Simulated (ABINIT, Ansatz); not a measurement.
This is a calculation of HfB2 for Ansatz 0.2.0. 

The input input.yaml:

```yaml
crystal:
  lattice:
    - [3.14, 0.0, 0.0]
    - [-1.57, 2.7193197679, 0.0]
    - [0.0, 0.0, 3.48]
  atoms:
    - { symbol: Hf, position: [0.0, 0.0, 0.0] }
    - { symbol: B, position: [0.6666666667, 0.3333333333, 0.5] }
    - { symbol: B, position: [0.3333333333, 0.6666666667, 0.5] }
hamiltonian:
  xc: pbesol
  pseudopotentials: { kind: paw }
kpoints:
  mp_grid: { grid: [10, 10, 8] }
scf:
  occupations: { method: fermi_dirac, width: 0.05 }
output:
  forces: true
  stress: true
  eigenvalues: true
```

Potentials or basis: Ansatz PAW.

The run is started by

```sh
$ ansatz run input.yaml --threads 1 --pin off --max-ram 3584MiB --backend cpu --events-out ev --progress --plain --runs-dir out
```

Question: What does the same run look like in ABINIT 10.8.3 (patched build)? Potentials or basis there: PseudoDojo NC SR PBEsol v0.4.1 standard, cutoff 1034 eV.

Answer: As run (cutoffs and basis follow the program's own potentials, and thresholds, step limits or extra output files can differ):

Contents of run.abi:

```
pp_dirpath "./"
pseudos "Hf.upf, B.upf"

acell 3*1.0
rprim
     5.9337400313     0.0000000000     0.0000000000
    -2.9668700157     5.1387696066     0.0000000000
     0.0000000000     0.0000000000     6.5762469137
ntypat 2
znucl 72 5
natom 3
typat 1 2 2
xcart
     0.0000000000     0.0000000000     0.0000000000
     2.9668700160     1.7129232020     3.2881234568
    -0.0000000003     3.4258464046     3.2881234568

ecut 38.0

kptopt 1
ngkpt 10 10 8
nshiftk 1
shiftk 0.0 0.0 0.0

ixc -116133

nband 13
occopt 3
tsmear 0.00183747

nstep 100
tolvrs 1.0e-10

iomode 3
prtwf 0
prtden 0
prteig 0
prtebands 0
enunit 1
```

Potentials or basis: PseudoDojo NC SR PBEsol v0.4.1 standard.

Command:

```console
$ abinit run.abi > log 2>&1
```

Both were run:

|  | Ansatz | ABINIT |
| --- | --- | --- |
| Pressure | -4.3 GPa | -3.6 GPa |

Ansatz's pressure holds a Pulay term of +0.18 GPa for its cutoff of 420 eV, which the other run lacks.

The potentials hold 32 and 18 valence electrons a cell.

Ansatz's potentials were made for PBE.

Where Ansatz's input types no cutoff or centring, it takes its own default and a Γ-centred mesh.

Pressure is positive in compression.
